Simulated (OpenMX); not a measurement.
Runs of OpenMX 3.8.5 on KCl (Sylvite). Symmetry: Fm-3m, No. 225, cubic system. Conventional cell: a = 6.293 Å, b = 6.293 Å, c = 6.293 Å, α = 90.00°, β = 90.00°, γ = 90.00°. K (site symmetry m-3m) has 6 Cl at 3.15 Å as nearest neighbours. Cl (site symmetry m-3m) has 6 K at 3.15 Å as nearest neighbours. 

| task | level | potentials or basis | spin | cell | k mesh | smearing | SCF threshold | max SCF cycles | spin constraint | constraint strength | grid points, held for all volumes | other keys | gap on the mesh (eV) | pressure (GPa) | moment (μB) |
| --- | --- | --- | --- | --- | --- | --- | --- | --- | --- | --- | --- | --- | --- | --- | --- |
| band structure | LDA | OpenMX 2013 LDA set, K12.0-s3p2d1, Cl8.0-s2p2d1f1, grid cutoff 300 Ry | non-collinear, ferromagnetic start, SOC | as given | 6 × 6 × 6, shifted | fermi-dirac 0.05 eV | 1e-07 Ha | 100 | - | - | - | scf.ProExpn.VNA = off; scf.Kgrid = 6 6 6 | - | - | 0.00 |
| band structure | LDA-PW92 | OpenMX 2013 LDA set, K10.0-s3p2d1, Cl7.0-s2p2d1f1, grid cutoff 300 Ry | non-collinear, zero start, SOC | volume scaled by 0.8 | 5 × 5 × 5 | fermi-dirac 0.05 eV | 1e-07 Ha | 100 | - | - | - | - | 5.94 | - | 0.00 |
| single point | PBE | OpenMX 2013 PBE set, K10.0-s3p2d1, Cl7.0-s2p2d1f1, grid cutoff 260 Ry | off | as given | 7 × 7 × 7 | fermi-dirac 0.05 eV | 1e-08 Ha | 100 | - | - | - | - | 5.46 | 0.9 | - |
| atomic charges | LDA | OpenMX 2013 LDA set, K10.0-s3p2d1, Cl7.0-s2p2d1f1, grid cutoff 300 Ry | non-collinear, ferromagnetic start, SOC | volume scaled by 1.04 | 5 × 5 × 5 | fermi-dirac 0.002585 eV | 1e-07 Ha | 100 | directions | 2 eV | - | scf.eigen.lib = lapack; scf.lapack.dste = dstedc; … | (a) | - | 0.00 |
| single point | PBE | OpenMX 2013 PBE set, K10.0-s3p2d1, Cl7.0-s2p2d1f1, grid cutoff 260 Ry | off | atoms moved at random, drawn with an rms of 0.05 Å | 7 × 7 × 7 | fermi-dirac 0.05 eV | 1e-08 Ha | 100 | - | - | - | - | 5.46 | 0.9 | - |
| atomic charges | PBE+D3 | OpenMX 2013 PBE set, K12.0-s3p2d1, Cl8.0-s2p2d1f1, grid cutoff 300 Ry | collinear, ferromagnetic start | volume scaled by 1.15 | 7 × 7 × 7 | fermi-dirac 0.05 eV | 1e-08 Ha | 100 | - | - | - | - | 4.92 | - | 0.00 |
| electrostatic potential | PBE+D4 | OpenMX 2013 PBE set, K10.0-s3p2d1, Cl7.0-s2p2d1f1, grid cutoff 300 Ry | collinear, ferromagnetic start | cell strained at random at fixed volume | 7 × 7 × 7 | fermi-dirac 0.05 eV | 1e-08 Ha | 100 | - | - | - | - | 5.44 | - | 0.00 |

**Question.** Fill in the values left out.

**Answer.** (a) 4.85.

Caveats: the basis of atomic orbitals isn't converged, which shifts pressures, moduli and gaps; an odd mesh through Γ misses points on the zone boundary, where band edges often lie (some runs); total energies with and without spin-orbit coupling shouldn't be compared in this program (some runs); the shifted mesh misses Γ and other band edges, so no gap is listed (some runs).
